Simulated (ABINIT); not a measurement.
**Quasiparticle gap of RbCl (Fm-3m) in ABINIT**

How does a plane-wave GW calculation on RbCl (Fm-3m) run from the first input to the gap?

Method: PBE and many-body steps on it, plane waves, in ABINIT 10.8.3.

## Step 1: The starting structure

The structure is cubic, space group Fm-3m (No. 225). Conventional cell: a = 6.579 Å, b = 6.579 Å, c = 6.579 Å, α = 90.00°, β = 90.00°, γ = 90.00°. Nearest to Rb lie 6 Cl at 3.29 Å. Cl has 6 Rb at 3.29 Å nearest. Farther neighbours and most contacts between anions are not listed.

The cell and positions come from the Crystallography Open Database and are kept as given unless a step says otherwise.

## Step 2: Ground state

This step: ABINIT 10.8.3; DFT, PBE with spin-orbit coupling, plane waves, norm-conserving pseudopotentials.

The ground-state density comes first.

Input file run.abi:

```
acell 3*1.0 Angstrom
rprim 
  0.000000000000 3.289500000000 3.289500000000
  3.289500000000 0.000000000000 3.289500000000
  3.289500000000 3.289500000000 -0.000000000000
ntypat 2
znucl 37 17
natom 2
typat 1 2
xred 
  0.000000000000 0.000000000000 0.000000000000
  0.500000000000 0.500000000000 0.500000000000
pp_dirpath "pseudos"
pseudos "Rb.upf, Cl.upf"
ecut 25
nspinor 2
ngkpt 4 4 4
nshiftk 1
shiftk 0 0 0
kptopt 1
chksymbreak 0
nband 26
occopt 1
tolvrs 1e-10
nstep 60
prtwf 0
optforces 0
optstress 0
indata_prefix "in"
outdata_prefix "out"
tmpdata_prefix "tmp"
```

Run with:

```sh
$ OMP_NUM_THREADS=1 mpirun -n 8 abinit run.abi > log
```

Numbers of over 12 decimals in the logs are rounded to 6 here.

Log:

```text
.Version 10.8.3 of ABINIT. v10.8.2 released Aug 2026.

 Symmetries : space group Fm -3 m (#225); Bravais cF (face-center cubic)
================================================================================
 Values of the parameters that define the memory need of the present run
     intxc =       0    ionmov =       0      iscf =       7    lmnmax =      17
     lnmax =      17     mgfft =      40  mpssoang =       5    mqgrid =    3001
     natom =       2  nloc_mem =       1    nspden =       1   nspinor =       2
    nsppol =       1      nsym =      48    n1xccc =    2501    ntypat =       2
    occopt =       1   xclevel =       2
-    mband =          26        mffmem =           1         mkmem =           1
       mpw =        2884          nfft =       64000          nkpt =           8
================================================================================
  Rough estimation (10% accuracy) of disk space for files :
================================================================================

--------------------------------------------------------------------------------
------------- Echo of variables that govern the present computation ------------
--------------------------------------------------------------------------------
 -outvars: echo values of preprocessed input variables --------
            acell      1.8897261259E+00  1.8897261259E+00  1.8897261259E+00 Bohr

      chksymbreak           0
             ecut      2.50000000E+01 Hartree
-          fftalg         312

              ixc     -101130
              kpt      0.00000000E+00  0.00000000E+00  0.00000000E+00
                       2.50000000E-01  0.00000000E+00  0.00000000E+00
                       5.00000000E-01  0.00000000E+00  0.00000000E+00
                       2.50000000E-01  2.50000000E-01  0.00000000E+00
                       5.00000000E-01  2.50000000E-01  0.00000000E+00
                      -2.50000000E-01  2.50000000E-01  0.00000000E+00
                       5.00000000E-01  5.00000000E-01  0.00000000E+00
                      -2.50000000E-01  5.00000000E-01  2.50000000E-01
         kptrlatt        4    0    0      0    4    0      0    0    4
          kptrlen      3.51644434E+01
P           mkmem           1
            natom           2
            nband          26
            ngfft          40      40      40
             nkpt           8
          nspinor           2
            nstep          60
             nsym          48
           ntypat           2
              occ      1.000000  1.000000  1.000000  1.000000  1.000000  1.000000
                       1.000000  1.000000  1.000000  1.000000  1.000000  1.000000
                       1.000000  1.000000  1.000000  1.000000  0.000000  0.000000
                       0.000000  0.000000  0.000000  0.000000  0.000000  0.000000
                       0.000000  0.000000
        optforces           0
        optstress           0
            prtwf           0
            rprim      0.0000000000E+00  3.2895000000E+00  3.2895000000E+00
                       3.2895000000E+00  0.0000000000E+00  3.2895000000E+00
                       3.2895000000E+00  3.2895000000E+00 -0.0000000000E+00
          spgroup         225

           tolvrs      1.00000000E-10

             xred      0.0000000000E+00  0.0000000000E+00  0.0000000000E+00
                       5.0000000000E-01  5.0000000000E-01  5.0000000000E-01
            znucl       37.00000   17.00000

================================================================================

 chkinp: Checking input parameters for consistency.

================================================================================
== DATASET  1 ==================================================================
-   mpi_nproc: 8, omp_nthreads: 1 (-1 if OMP is not activated)

--- !DatasetInfo
iteration_state: {dtset: 1, }
dimensions: {natom: 2, nkpt: 8, mband: 26, nsppol: 1, nspinor: 2, nspden: 1, mpw: 2884, }
cutoff_energies: {ecut:  25.0, pawecutdg:  -1.0, }
electrons: {nelect:   1.60000000E+01, charge:   0.00000000E+00, occopt:   1.00000000E+00, tsmear:   1.00000000E-02, }

 Real(R)+Recip(G) space primitive vectors, cartesian coordinates (Bohr,Bohr^-1):
 R(1)=  0.0000000  6.2162541  6.2162541  G(1)= -0.0804343  0.0804343  0.0804343
 R(2)=  6.2162541  0.0000000  6.2162541  G(2)=  0.0804343 -0.0804343  0.0804343
 R(3)=  6.2162541  6.2162541  0.0000000  G(3)=  0.0804343  0.0804343 -0.0804343
 Unit cell volume ucvol=  4.8041468E+02 bohr^3
 Angles (23,13,12)=  6.00000000E+01  6.00000000E+01  6.00000000E+01 degrees

 getcut: wavevector=  0.0000  0.0000  0.0000  ngfft=  40  40  40
         ecut(hartree)=     25.000   => boxcut(ratio)=   2.02153

--- Pseudopotential description ------------------------------------------------
- Rb Generated using ONCVPSP code by D. R. Hamann
- 37.00000   9.00000  180418                  znucl, zion, pspdat
12 -101130 2 -1 2308                          pspcod,pspxc,lmax,lloc,mmax
     nproj     2     4     3     0
     spin-orbit psp
        nprojso     4     4     0
  pspatm : epsatm=   34.46105612
         --- l  ekb(1:nproj) -->
             0   -0.468792    8.247800
             1    3.240685   -0.368723    0.000725   -0.000025
             2   -1.026272    0.984798    0.000151
  spin-orbit 1    0.151406   -0.071648    0.010355   -0.000768
  spin-orbit 2   -0.035381    0.013137    0.002870   -0.000993
 pspatm: atomic psp has been read  and splines computed

- Cl Generated using ONCVPSP code by D. R. Hamann
- 17.00000   7.00000  180423                  znucl, zion, pspdat
12 -101130 2 -1 1028                          pspcod,pspxc,lmax,lloc,mmax
     nproj     2     3     2     0
     spin-orbit psp
        nprojso     3     4     0
  pspatm : epsatm=    9.13178236
         --- l  ekb(1:nproj) -->
             0    0.698550    8.138938
             1    3.824209    1.109357    0.000464
             2   -2.938426   -0.805416
  spin-orbit 1    0.132832   -0.034678    0.012887
  spin-orbit 2    0.001681    0.000419   -0.000137   -0.000027
 pspatm: atomic psp has been read  and splines computed

   6.97485416E+02                                ecore*ucvol(ha*bohr**3)
--------------------------------------------------------------------------------

_setup2: Arith. and geom. avg. npw (full set) are    2875.109    2875.098

================================================================================

--- !BeginCycle
iteration_state: {dtset: 1, }
solver: {iscf: 7, nstep: 60, nline: 4, wfoptalg: 0, }
tolerances: {tolvrs: 1.00E-10, }

     iter   Etot(hartree)      deltaE(h)  residm     vres2
 ETOT  1  -43.588447581351    -4.359E+01 2.578E-02 1.279E+02
 ETOT  2  -43.616421819426    -2.797E-02 5.291E-03 1.065E+01
 ETOT  3  -43.618585840512    -2.164E-03 1.899E-03 1.117E+00
 ETOT  4  -43.618658450054    -7.261E-05 7.689E-04 5.530E-02
 ETOT  5  -43.618660136863    -1.687E-06 3.846E-04 1.513E-03
 ETOT  6  -43.618660179923    -4.306E-08 3.677E-04 9.080E-06
 ETOT  7  -43.618660180356    -4.325E-10 3.639E-04 5.770E-08
 ETOT  8  -43.618660180360    -4.441E-12 3.740E-04 1.171E-09
 ETOT  9  -43.618660180360     3.197E-13 3.711E-04 2.955E-11

 At SCF step    9       vres2   =  2.95E-11 < tolvrs=  1.00E-10 =>converged.

--- !ResultsGS
iteration_state: {dtset: 1, }
comment   : Summary of ground state results
lattice_vectors:
- [  0.0000000,   6.2162541,   6.2162541, ]
- [  6.2162541,   0.0000000,   6.2162541, ]
- [  6.2162541,   6.2162541,  -0.0000000, ]
lattice_lengths: [   8.79111,    8.79111,    8.79111, ]
lattice_angles: [ 60.000,  60.000,  60.000, ] # degrees, (23, 13, 12)
lattice_volume:   4.8041468E+02
convergence: {deltae:  3.197E-13, res2:  2.955E-11, residm:  3.711E-04, diffor:  0.000E+00, }
etotal    :  -4.36186602E+01
entropy   :   0.00000000E+00
fermie    :  -5.00865400E-02
cartesian_stress_tensor: null
pressure_GPa: null
xred      :
- [  0.0000E+00,   0.0000E+00,   0.0000E+00, Rb]
- [  5.0000E-01,   5.0000E-01,   5.0000E-01, Cl]
cartesian_forces: null
force_length_stats: {min: null, max: null, mean: null, }

 Integrated electronic density in atomic spheres:
 ------------------------------------------------
 Atom  Sphere_radius  Integrated_density
    1        2.00000          5.99801220
    2        2.00000          5.05304272
================================================================================

 ----iterations are completed or convergence reached----

 Mean square residual over all n,k,spin=   24.322E-07; max=  37.108E-05
 reduced coordinates (array xred) for    2 atoms
       0.000000000000      0.000000000000      0.000000000000
       0.500000000000      0.500000000000      0.500000000000
 rms dE/dt=  0.0000E+00; max dE/dt=  0.0000E+00; dE/dt below (all hartree)
    1       0.000000000000      0.000000000000      0.000000000000
    2       0.000000000000      0.000000000000      0.000000000000

 cartesian coordinates (angstrom) at end:
    1      0.000000     0.000000     0.000000
    2      3.289500     3.289500     3.289500
 length scales=  1.889726125908  1.889726125908  1.889726125908 bohr
              =  1.000000000000  1.000000000000  1.000000000000 angstroms
 prteigrs : about to open file out_EIG
 Fermi (or HOMO) energy (hartree) =  -0.05009   Average Vxc (hartree)=  -0.27555
 Eigenvalues (hartree) for nkpt=   8  k points:
 kpt#   1, nband= 26, wtk=  0.01563, kpt=  0.0000  0.0000  0.0000 (reduced coord)
  -0.93061   -0.93061   -0.49267   -0.49267   -0.36645   -0.36645   -0.33415   -0.33415
  -0.33415   -0.33415   -0.05501   -0.05501   -0.05009   -0.05009   -0.05009   -0.05009
   0.13213    0.13213    0.24156    0.24156    0.24156    0.24156    0.24206    0.24206
   0.27745    0.27745
 prteigrs : prtvol=0 or 1, do not print more k-points.

--- !EnergyTerms
iteration_state     : {dtset: 1, }
comment             : Components of total free energy in Hartree
kinetic             :  1.28844524737734E+01
hartree             :  7.90719487294753E+00
xc                  : -1.16031047173703E+01
Ewald energy        : -2.94927782218083E+01
psp_core            :  1.45184034592922E+00
local_psp           : -2.58791203198971E+01
non_local_psp       :  1.11285538606587E+00
total_energy        : -4.36186601803597E+01
total_energy_eV     : -1.18692420969996E+03
band_energy         : -5.31137648339522E+00

== END DATASET(S) ==============================================================
================================================================================

 -outvars: echo values of variables after computation  --------
           etotal     -4.3618660180E+01
            nband          26
             nkpt           8
          spgroup         225
 [... the other variables as echoed above ...]

 Calculation completed.
```

The job ended after 14 s (8 MPI ranks of Intel Xeon Platinum 8259CL at 2.50GHz (Skylake/Cascade Lake), shared host; peak memory 0.64 GiB; 1.9 min of CPU time).

Numbers from this step:

| Property | Result |
| --- | --- |
| total energy | -1186.9242 eV |
| gap | 4.958 eV |
| k of the valence top | 0, 0, 0 |
| k of the conduction bottom | 0, 0, 0 |
| least direct gap | 4.958 eV |

The gap is direct, at Γ.

## Step 3: Bands along the symmetry lines

Levels along a band path, at the cheap level, show where the edges lie and whether the meshes to come will hold them.

Input file run.abi:

```
acell 3*1.0 Angstrom
rprim 
  0.000000000000 3.289500000000 3.289500000000
  3.289500000000 0.000000000000 3.289500000000
  3.289500000000 3.289500000000 -0.000000000000
ntypat 2
znucl 37 17
natom 2
typat 1 2
xred 
  0.000000000000 0.000000000000 0.000000000000
  0.500000000000 0.500000000000 0.500000000000
pp_dirpath "pseudos"
pseudos "Rb.upf, Cl.upf"
ecut 25
nspinor 2
iscf -2
irdden 1
kptopt 0
nkpt 26
kpt 
  0.00000000 0.00000000 0.00000000
  0.12500000 0.00000000 0.12500000
  0.25000000 0.00000000 0.25000000
  0.37500000 0.00000000 0.37500000
  0.50000000 0.00000000 0.50000000
  0.53125000 0.06250000 0.53125000
  0.56250000 0.12500000 0.56250000
  0.59375000 0.18750000 0.59375000
  0.62500000 0.25000000 0.62500000
  0.37500000 0.37500000 0.75000000
  0.28125000 0.28125000 0.56250000
  0.18750000 0.18750000 0.37500000
  0.09375000 0.09375000 0.18750000
  0.00000000 0.00000000 0.00000000
  0.12500000 0.12500000 0.12500000
  0.25000000 0.25000000 0.25000000
  0.37500000 0.37500000 0.37500000
  0.50000000 0.50000000 0.50000000
  0.50000000 0.43750000 0.56250000
  0.50000000 0.37500000 0.62500000
  0.50000000 0.31250000 0.68750000
  0.50000000 0.25000000 0.75000000
  0.50000000 0.18750000 0.68750000
  0.50000000 0.12500000 0.62500000
  0.50000000 0.06250000 0.56250000
  0.50000000 0.00000000 0.50000000
istwfk *1
nband 32
nbdbuf 6
tolwfr 1e-08
nstep 40
prtwf 0
prtvol 0
indata_prefix "in"
outdata_prefix "out"
tmpdata_prefix "tmp"
```

Log:

```text
.Version 10.8.3 of ABINIT. v10.8.2 released Aug 2026.

 Symmetries : space group Fm -3 m (#225); Bravais cF (face-center cubic)
[... echo of the input left out ...]
== DATASET  1 ==================================================================
-   mpi_nproc: 8, omp_nthreads: 1 (-1 if OMP is not activated)

--- !DatasetInfo
iteration_state: {dtset: 1, }
dimensions: {natom: 2, nkpt: 26, mband: 32, nsppol: 1, nspinor: 2, nspden: 1, mpw: 2886, }
cutoff_energies: {ecut:  25.0, pawecutdg:  -1.0, }
electrons: {nelect:   1.60000000E+01, charge:   0.00000000E+00, occopt:   1.00000000E+00, tsmear:   1.00000000E-02, }

 Real(R)+Recip(G) space primitive vectors, cartesian coordinates (Bohr,Bohr^-1):
 R(1)=  0.0000000  6.2162541  6.2162541  G(1)= -0.0804343  0.0804343  0.0804343
 R(2)=  6.2162541  0.0000000  6.2162541  G(2)=  0.0804343 -0.0804343  0.0804343
 R(3)=  6.2162541  6.2162541  0.0000000  G(3)=  0.0804343  0.0804343 -0.0804343
 Unit cell volume ucvol=  4.8041468E+02 bohr^3
 Angles (23,13,12)=  6.00000000E+01  6.00000000E+01  6.00000000E+01 degrees

 getcut: wavevector=  0.0000  0.0000  0.0000  ngfft=  40  40  40
         ecut(hartree)=     25.000   => boxcut(ratio)=   2.02153

--- Pseudopotential description ------------------------------------------------
- Rb Generated using ONCVPSP code by D. R. Hamann
- 37.00000   9.00000  180418                  znucl, zion, pspdat
12 -101130 2 -1 2308                          pspcod,pspxc,lmax,lloc,mmax
     nproj     2     4     3     0
     spin-orbit psp
        nprojso     4     4     0
  pspatm : epsatm=   34.46105612
         --- l  ekb(1:nproj) -->
             0   -0.468792    8.247800
             1    3.240685   -0.368723    0.000725   -0.000025
             2   -1.026272    0.984798    0.000151
  spin-orbit 1    0.151406   -0.071648    0.010355   -0.000768
  spin-orbit 2   -0.035381    0.013137    0.002870   -0.000993
 pspatm: atomic psp has been read  and splines computed

- Cl Generated using ONCVPSP code by D. R. Hamann
- 17.00000   7.00000  180423                  znucl, zion, pspdat
12 -101130 2 -1 1028                          pspcod,pspxc,lmax,lloc,mmax
     nproj     2     3     2     0
     spin-orbit psp
        nprojso     3     4     0
  pspatm : epsatm=    9.13178236
         --- l  ekb(1:nproj) -->
             0    0.698550    8.138938
             1    3.824209    1.109357    0.000464
             2   -2.938426   -0.805416
  spin-orbit 1    0.132832   -0.034678    0.012887
  spin-orbit 2    0.001681    0.000419   -0.000137   -0.000027
 pspatm: atomic psp has been read  and splines computed

--------------------------------------------------------------------------------

================================================================================
 prteigrs : about to open file out_EIG
 Non-SCF case, kpt    1 (  0.00000  0.00000  0.00000), residuals and eigenvalues=
[...]
5.1844E-01  5.1957E-01
 Non-SCF case, kpt    3 (  0.25000  0.00000  0.25000), residuals and eigenvalues=
[...]
4.6395E-01  4.6448E-01
[...]
Non-SCF case, kpt   25 (  0.50000  0.06250  0.56250), residuals and eigenvalues=
[...]
4.4001E-01  4.4448E-01
 Non-SCF case, kpt   26 (  0.50000  0.00000  0.50000), residuals and eigenvalues=
[...]
2.4474E-01  2.4474E-01  3.0534E-01  3.0534E-01  3.1735E-01  3.1735E-01
  3.2952E-01  3.2952E-01  3.7872E-01  3.7872E-01  3.7961E-01  3.7961E-01
  4.4247E-01  4.4576E-01

--- !ResultsGS
iteration_state: {dtset: 1, }
comment   : Summary of ground state results
lattice_vectors:
- [  0.0000000,   6.2162541,   6.2162541, ]
- [  6.2162541,   0.0000000,   6.2162541, ]
- [  6.2162541,   6.2162541,  -0.0000000, ]
lattice_lengths: [   8.79111,    8.79111,    8.79111, ]
lattice_angles: [ 60.000,  60.000,  60.000, ] # degrees, (23, 13, 12)
lattice_volume:   4.8041468E+02
convergence: {deltae:  0.000E+00, res2:  0.000E+00, residm:  9.978E-09, diffor:  0.000E+00, }
etotal    :  -4.36186602E+01
entropy   :   0.00000000E+00
fermie    :  -5.00865400E-02
cartesian_stress_tensor: null
pressure_GPa: null
xred      :
- [  0.0000E+00,   0.0000E+00,   0.0000E+00, Rb]
- [  5.0000E-01,   5.0000E-01,   5.0000E-01, Cl]
cartesian_forces: null
force_length_stats: {min: null, max: null, mean: null, }

 Integrated electronic density in atomic spheres:
 ------------------------------------------------
 Atom  Sphere_radius  Integrated_density
    1        2.00000          5.99801220
    2        2.00000          5.05304272
================================================================================

 ----iterations are completed or convergence reached----

 Mean square residual over all n,k,spin=   58.073E-10; max=  99.781E-10
 reduced coordinates (array xred) for    2 atoms
       0.000000000000      0.000000000000      0.000000000000
       0.500000000000      0.500000000000      0.500000000000

 cartesian coordinates (angstrom) at end:
    1      0.000000     0.000000     0.000000
    2      3.289500     3.289500     3.289500
 length scales=  1.889726125908  1.889726125908  1.889726125908 bohr
              =  1.000000000000  1.000000000000  1.000000000000 angstroms
 prteigrs : about to open file out_EIG
 Eigenvalues (hartree) for nkpt=  26  k points:
 kpt#   1, nband= 32, wtk=  1.00000, kpt=  0.0000  0.0000  0.0000 (reduced coord)
[...]
kpt#   2, nband= 32, wtk=  1.00000, kpt=  0.1250  0.0000  0.1250 (reduced coord)
[...]
kpt#   3, nband= 32, wtk=  1.00000, kpt=  0.2500  0.0000  0.2500 (reduced coord)
[...]
kpt#  25, nband= 32, wtk=  1.00000, kpt=  0.5000  0.0625  0.5625 (reduced coord)
[...]
kpt#  26, nband= 32, wtk=  1.00000, kpt=  0.5000  0.0000  0.5000 (reduced coord)
[...]
0.17629    0.17629    0.24474    0.24474    0.30534    0.30534    0.31735    0.31735
   0.32952    0.32952    0.37872    0.37872    0.37961    0.37961    0.44247    0.44576

== END DATASET(S) ==============================================================
================================================================================

 -outvars: echo values of variables after computation  --------
            nband          32
             nkpt          26
          spgroup         225
 [... the other variables as echoed above ...]

 Calculation completed.
```

Run time: 43 s. Hardware: 8 MPI ranks; peak memory 0.63 GiB; 5.6 min of CPU time.

This step gave:

| Quantity | Value |
| --- | --- |
| gap | 4.958 eV |
| k of the valence top | 0, 0, 0 |
| k of the conduction bottom | 0, 0, 0 |
| least direct gap | 4.958 eV |

The gap is 4.958 eV, as in the run before at this level.

Electronic bands along the path, in eV, zero at the top of the highest filled band; v1 is the highest filled band, c1 the lowest empty one:

```tsv
point	v4	v3	v2	v1	c1	c2	c3	c4
Γ	0.00	0.00	0.00	0.00	4.96	4.96	7.94	7.94
halfway	-0.16	-0.16	-0.07	-0.07	6.32	6.32	6.84	6.84
X	-0.19	-0.19	-0.09	-0.09	6.16	6.16	8.02	8.02
halfway	-0.26	-0.26	-0.15	-0.15	6.36	6.36	8.29	8.29
U	-0.33	-0.33	-0.25	-0.25	6.90	6.90	8.67	8.67
jump to K	-0.33	-0.33	-0.25	-0.25	6.90	6.90	8.67	8.67
halfway	-0.32	-0.32	-0.14	-0.14	6.61	6.61	7.56	7.56
Γ	0.00	0.00	0.00	0.00	4.96	4.96	7.94	7.94
halfway	-0.25	-0.25	-0.18	-0.18	6.22	6.22	7.72	7.72
L	-0.41	-0.41	-0.35	-0.35	7.70	7.70	7.94	7.94
halfway	-0.36	-0.36	-0.30	-0.30	7.68	7.68	7.81	7.81
W	-0.28	-0.28	-0.27	-0.27	7.62	7.62	7.63	7.63
halfway	-0.31	-0.31	-0.18	-0.18	6.56	6.56	8.49	8.49
X	-0.19	-0.19	-0.09	-0.09	6.16	6.16	8.02	8.02
```

(Part 1 of 2 ends here.)

[Paths, hosts, dates, memory and timing lines, banners, echoed tables and standing remarks are left out of the program output.]

[Logs are printed without paths, hosts, clocks, repeated set-up lines and the standing remarks that a program may print on its own settings, such as how far it seeks lower states.]

[Runs of the session that timed out or met a known fault of the program may be left out.]

[Hosts, paths, dates, database ids (printed as entryN), source tags and the programs' standing remarks are cut or masked in the printed files.]

[G0W0 gaps are taken among the corrected bands and points alone; a level outside them can change the order at an edge.]

[Where Ansatz stands beside ABINIT at settings called matched, ABINIT's density can come from a denser mesh and the files from another edition; pairs whose starting gaps differed by over 0.03 eV were left out, so agreement reads better than it is.]
